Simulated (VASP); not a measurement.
# Li (Im-3m) in VASP: further runs, part 2 of 2

VASP 6.6.1. Earlier steps stand in the parts before.

## 3. Relaxation of cell and atoms, PBE+D3(BJ)

File INCAR:

```
ALGO = Normal
EDIFF = 1E-7
EDIFFG = -0.005
ENCUT = 600
GGA = PE
IBRION = 2
ISIF = 3
ISMEAR = 0
IVDW = 12
LASPH = T
LCHARG = F
LREAL = F
LWAVE = F
NELM = 100
NSW = 100
PREC = Accurate
SIGMA = 0.1
```

File KPOINTS:

```
k-points
0
Gamma
  18 18 18
```

File POSCAR:

```
Li
1.0
   -1.6625257874      1.6625257874      1.6625257874
    1.6625257874     -1.6625257874      1.6625257874
    1.6625257874      1.6625257874     -1.6625257874
Li
1
Direct
    0.0000000000      0.0000000000      0.0000000000
```

Potentials or basis: VASP PAW PBE potentials, release 64 (Li_sv).

The run is started by

```bash
> cat potpaw_PBE.64/Li_sv/POTCAR > POTCAR
> mpirun -np 1 vasp_std > vasp.out
```

OUTCAR:

```text
EDIFF = 1E-7
   EDIFFG = -0.005
   ENCUT = 600
   GGA = PE
   IBRION = 2
   ISIF = 3
   ISMEAR = 0
   IVDW = 12
   LASPH = T
   LREAL = F
   NELM = 100
   NSW = 100
   PREC = Accurate
 IVDW          = 12

 ion  position               nearest neighbor table
   1  0.000  0.000  0.000-

  LATTYP: Found a body centered cubic cell.
 ALAT       =     3.3250515748

  Lattice vectors:

 A1 = (  -1.6625257874,   1.6625257874,   1.6625257874)
 A2 = (   1.6625257874,  -1.6625257874,   1.6625257874)
 A3 = (   1.6625257874,   1.6625257874,  -1.6625257874)

Analysis of symmetry for initial positions (statically):
=====================================================================
 Subroutine PRICEL returns:
 Original cell was already a primitive cell.

 Routine SETGRP: Setting up the symmetry group for a
[... 174 lines left out ...]
 E8    (eV) :    -0.0775
[... 69 lines left out ...]
--------------------------------------- Ionic step        3  -------------------------------------------

 number of electron       3.0000001 magnetization

 Free energy of the ion-electron system (eV)
  ---------------------------------------------------
  ext. energy  EPLUGINS =         0.00000000
  ---------------------------------------------------
  free energy    TOTEN  =        -1.89475669 eV

  energy without entropy =       -1.89224888  energy(sigma->0) =       -1.89350278

 E-fermi :   0.9529     XC(G=0):  -7.3171

 val. band max:        0.9312743401   @ k =   0.2778   0.2222   0.0000
 cond. band min:       0.9782433495   @ k =   0.3333   0.1667   0.0000
 fundamental gap:      0.0469690093
 Fermi energy:         0.9529291609

 k-point     1 :       0.0000    0.0000    0.0000
  band No.  band energies     occupation
      1     -45.3983      2.00000
      2      -2.7551      2.00000
      3      16.7401      0.00000
      4      16.7401      0.00000
      5      16.7401      0.00000
[... 177 lines left out ...]
 k-point    24 :       0.3889    0.1111    0.0000
  band No.  band energies     occupation
      1     -45.3685      2.00000
      2       1.0562      0.14434
      3       5.1016      0.00000
      4      10.8933      0.00000
      5      12.7524      0.00000

 [... further k-points ...]

------------------------ aborting loop because EDIFF is reached ----------------------------------------

 Edisp (eV)   -0.18863

 E8    (eV) :    -0.0784
[... 24 lines left out ...]
  FREE ENERGIE OF THE ION-ELECTRON SYSTEM (eV)
  ---------------------------------------------------
  free  energy   TOTEN  =        -2.0833891628 eV

  energy  without entropy=       -2.0808813533  energy(sigma->0) =       -2.08213526

 reached required accuracy - stopping structural energy minimisation
```

OSZICAR:

```text
N       E                     dE             d eps       ncg     rms          rms(c)
DAV:   1     0.807847631657E+00    0.80785E+00   -0.77104E+02  1990   0.455E+02
DAV:   2    -0.174755658783E+01   -0.25554E+01   -0.24044E+01  2675   0.618E+01
DAV:   3    -0.189445401893E+01   -0.14690E+00   -0.14649E+00  2450   0.106E+01
[... 22 lines left out ...]
DAV:   3    -0.189475814284E+01    0.97056E-04   -0.25237E-04  3640   0.107E-01    0.345E-02
DAV:   4    -0.189475408961E+01    0.40532E-05   -0.19653E-05  3435   0.396E-02    0.360E-03
DAV:   5    -0.189475582344E+01   -0.17338E-05   -0.11624E-06  2135   0.113E-02    0.148E-03
DAV:   6    -0.189475675262E+01   -0.92918E-06   -0.76292E-08  1175   0.336E-03    0.124E-04
DAV:   7    -0.189475668685E+01    0.65767E-07   -0.16131E-08  1000   0.182E-03
   3 F= -.20833892E+01 E0= -.20821353E+01  d E =-.120431E-03
```

It took 15 s on 1 thread of Intel Xeon Platinum 8488C (Sapphire Rapids), shared host; peak memory 0.14 GiB.

What came out:

```yaml
Free_energy: -2.0834 eV
Relaxed_volume: 18.17 Å³/atom
Relaxed_cell: a = 2.868 Å, b = 2.868 Å, c = 2.868 Å, α = 109.47°, β = 109.47°, γ = 109.47°
Space_group_after_relaxing_to_0.05_Å: Im-3m (No. 229)
Energy_gained_by_relaxing: 0.1 meV/atom
Ionic_steps: 3
Pressure_after_relaxing: 0.0 GPa
Band_gap_on_the_k_mesh: none (metal or under the smearing width)
Dispersion_energy_per_atom: -0.189 eV
```

The path:
```tsv
step	energy change (eV)	largest force (eV/Å)	pressure (GPa)	volume (Å³)
1	0.0000	0.0000	-0.18	18.38
2	-0.0001	0.0000	-0.13	18.33
3	-0.0001	0.0000	0.00	18.17
```

Final structure:
```
CELL_PARAMETERS angstrom
-1.65600 1.65600 1.65600
1.65600 -1.65600 1.65600
1.65600 1.65600 -1.65600
ATOMIC_POSITIONS crystal
Li 0.00000 0.00000 0.00000
```

Caveat: the cutoff is under 1.25 times the usual one of these potentials, so pressure, stress and relaxed cells hold a basis-set (Pulay) error; pairwise dispersion overbinds metals, which lowers pressure and volume.

## 4. Single point, PBE+D3(BJ)

File INCAR:

```
ALGO = Fast
EDIFF = 1E-7
ENCUT = 520
GGA = PE
ISIF = 2
ISMEAR = 0
IVDW = 12
LASPH = T
LCHARG = F
LREAL = F
LWAVE = F
NBANDS = 8
NELM = 100
PREC = Accurate
SIGMA = 0.1
```

File KPOINTS:

```
k-points
0
Gamma
  16 16 16
```

POSCAR is that of step 3.

The run is started by

```bash
> cat potpaw_PBE.64/Li_sv/POTCAR > POTCAR
> mpirun -np 1 vasp_std > vasp.out
```

It took 13 s on 1 thread of Intel Xeon Platinum 8488C (Sapphire Rapids), shared host; peak memory 0.14 GiB.

Results (log left out):

```yaml
Free_energy: -2.0831 eV
Band_gap_on_the_k_mesh: none (metal or under the smearing width)
Dispersion_energy_per_atom: -0.186 eV
```

Levels at points of the mesh, in eV from the Fermi level:
```
           k point  band 1  band 2  band 3  band 4  band 5  band 6
(0.00, 0.00, 0.00)  -46.36   -3.68   15.67   15.67   15.67   20.65
(0.50, 0.00, 0.00)  -46.33    0.23    3.60   11.10   12.64   14.50
(0.50, 0.50, 0.50)  -46.31    5.89    5.89    5.89    8.23    8.23
```

Caveat: the cutoff is under 1.25 times the usual one of these potentials, so pressure, stress and relaxed cells hold a basis-set (Pulay) error; pairwise dispersion overbinds metals, which lowers pressure and volume.

## 5. Relaxation of cell and atoms, PBE+D3(BJ)

This run uses another cell than the first one, of 21.44 Å³/atom, 1.166 times its volume.

File INCAR:

```
SYSTEM = Li
PREC = Accurate
ENCUT = 600
EDIFF = 1E-6
ISMEAR = 0
SIGMA = 0.1
LREAL = .FALSE.
LASPH = .TRUE.
NELM = 100
ALGO = Normal
ISIF = 3
LWAVE = .FALSE.
LCHARG = .FALSE.
GGA = PE
IVDW = 12
IBRION = 2
NSW = 100
EDIFFG = -0.005
```

File KPOINTS:

```
Automatic mesh
0
G
  16 16 16
  0 0 0
```

File POSCAR:

```
Li
1.0
   -1.7500000000      1.7500000000      1.7500000000
    1.7500000000     -1.7500000000      1.7500000000
    1.7500000000      1.7500000000     -1.7500000000
Li
1
Direct
    0.0000000000      0.0000000000      0.0000000000
```

The run is started by

```bash
> cat potpaw_PBE.64/Li_sv/POTCAR > POTCAR
> mpirun -np 1 vasp_std > vasp.out
```

It took 24 s on 1 thread of Intel Xeon Platinum 8488C (Sapphire Rapids), shared host; peak memory 0.14 GiB.

The run converged. Its results:

| Property | Result |
| --- | --- |
| Free energy | -2.0869 eV |
| Relaxed volume | 18.06 Å³/atom |
| Relaxed cell | a = 2.863 Å, b = 2.863 Å, c = 2.863 Å, α = 109.47°, β = 109.47°, γ = 109.47° |
| Space group after relaxing (to 0.05 Å) | Im-3m (No. 229) |
| Energy gained by relaxing | 23.6 meV/atom |
| Ionic steps | 6 |
| Pressure after relaxing | 0.0 GPa |
| Band gap on the k mesh | none (metal or under the smearing width) |
| Dispersion energy per atom | -0.190 eV |

The path:
| step | energy change (eV) | largest force (eV/Å) | pressure (GPa) | volume (Å³) |
| --- | --- | --- | --- | --- |
| 1 | 0.0000 | 0.0000 | -1.98 | 21.44 |
| 2 | -0.0092 | 0.0000 | -1.64 | 20.63 |
| 3 | -0.0214 | 0.0000 | -0.71 | 19.02 |
| 4 | -0.0099 | 0.0000 | 2.40 | 16.05 |
| 5 | -0.0235 | 0.0000 | -0.12 | 18.21 |
| 6 | -0.0236 | 0.0000 | 0.03 | 18.06 |

Final structure:
```xyz
1
Lattice="-1.6529 1.6529 1.6529 1.6529 -1.6529 1.6529 1.6529 1.6529 -1.6529" Properties=species:S:1:pos:R:3 pbc="T T T"
Li    1.6529   -1.6529    1.6529
```

Levels at points of the mesh, in eV from the Fermi level:
| k point | band 1 | band 2 | band 3 | band 4 |
| --- | --- | --- | --- | --- |
| (0.00, 0.00, 0.00) | -46.33 | -3.70 | 15.86 | 15.86 |
| (0.50, 0.00, 0.00) | -46.30 | 0.22 | 3.66 | 11.23 |
| (0.50, 0.50, 0.50) | -46.28 | 5.96 | 5.96 | 5.96 |

Caveat: the cutoff is under 1.25 times the usual one of these potentials, so pressure, stress and relaxed cells hold a basis-set (Pulay) error; the volume moved by over 15 % at a fixed basis, so the end points are rough; the volume moved by -16 % from the deposited cell, more than functionals usually miss; pairwise dispersion overbinds metals, which lowers pressure and volume.

## 6. Overview

```tsv
task	cell	k mesh	cutoff (eV)	gap on the mesh (eV)	pressure (GPa)	relaxed volume (Å³/atom)
single point	Im-3m, 18.38 Å³/atom	18 × 18 × 18	520	none	-	-
relaxation of cell and atoms	relaxed	18 × 18 × 18	600	none	0.0	18.17
single point	Im-3m, 18.38 Å³/atom	16 × 16 × 16	520	none	-	-
relaxation of cell and atoms	relaxed	16 × 16 × 16	600	none	0.0	18.06
```

Alike in all rows: level PBE+D3(BJ); potentials or basis VASP PAW PBE potentials, release 64 (Li_sv); no spin polarisation; smearing gaussian 0.1 eV.

Caveats: the cutoff is under 1.25 times the usual one of these potentials, so pressure, stress and relaxed cells hold a basis-set (Pulay) error; pairwise dispersion overbinds metals, which lowers pressure and volume; the volume moved by over 15 % at a fixed basis, so the end points are rough (some runs); the volume moved by -16 % from the deposited cell, more than functionals usually miss (some runs).

Total energies depend on the potentials used, so only differences within one code and one set of settings carry meaning.
